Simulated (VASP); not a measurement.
Set up this calculation in VASP 6.6.1, as the native input.

| Property | Result |
| --- | --- |
| Task | relaxation of cell and atoms |
| Functional | PBEsol |
| Potentials or basis | VASP PAW PBE potentials, release 64 (Rb_sv, Br) |
| Cutoff | 600 eV |
| k mesh | 8 × 8 × 8 |
| Occupations | gaussian, width 0.03 eV |
| Spin | no spin polarisation |
| Further INCAR settings | ALGO = Normal; EDIFF = 1e-07; IBRION = 2; EDIFFG = -0.005; NSW = 90; ISIF = 3 |

The structure of RbBr lies in POSCAR:

```
RbBr                                    
1.0
    0.0000000000      3.4270000000      3.4270000000
    3.4270000000      0.0000000000      3.4270000000
    3.4270000000      3.4270000000      0.0000000000
  Rb              Br            
     1     1
Direct
     0.0000000000000000    0.0000000000000000    0.0000000000000000
     0.5000000000000000    0.5000000000000000    0.5000000000000000
```

These files were run (other wordings do the same):

INCAR

```
SYSTEM = RbBr
PREC     = Accurate       ! precision mode
ENCUT    = 600            ! plane-wave cutoff, eV
EDIFF    = 1E-7           ! SCF threshold, eV
ISMEAR   = 0              ! smearing method
SIGMA    = 0.03           ! smearing width, eV
LREAL    = .False.        ! projectors in reciprocal space
LASPH    = .True.         ! aspherical terms in the spheres
NELM     = 80             ! most SCF steps
ALGO     = Normal         ! electronic algorithm
ISIF     = 3              ! what is computed and relaxed
LWAVE    = .False.        ! write WAVECAR
LCHARG   = .False.        ! write CHGCAR
GGA      = PS             ! functional
IBRION   = 2              ! ionic algorithm
NSW      = 90             ! ionic steps
EDIFFG   = -0.005         ! ionic threshold
```

KPOINTS

```
Automatic mesh
0
Gamma
  8 8 8
  0 0 0
```

Potentials or basis: VASP PAW PBE potentials, release 64 (Rb_sv, Br).

The run is started by

```console
$ cat potpaw_PBE.64/Rb_sv/POTCAR potpaw_PBE.64/Br/POTCAR > POTCAR
$ mpirun -np 1 vasp_std > vasp.out
```

It gave:

The relaxed volume is 40.21 Å³/atom, the relaxed cell is a = 4.845 Å, b = 4.845 Å, c = 4.845 Å, α = 60.00°, β = 60.00°, γ = 60.00° and the space group after relaxing (to 0.05 Å) is Fm-3m (No. 225). The energy gained by relaxing is 0.0 meV/atom, the ionic steps are 2 and the pressure after relaxing is 0.0 GPa. The band gap on the k mesh is 4.21 eV, direct.

Caveat: the PAW data sets were made with another functional, which shifts forces and pressure a little.

Run time: 33 s on 1 thread of AMD EPYC 9R45 (Zen 5) (shared host), peak memory 0.23 GiB.
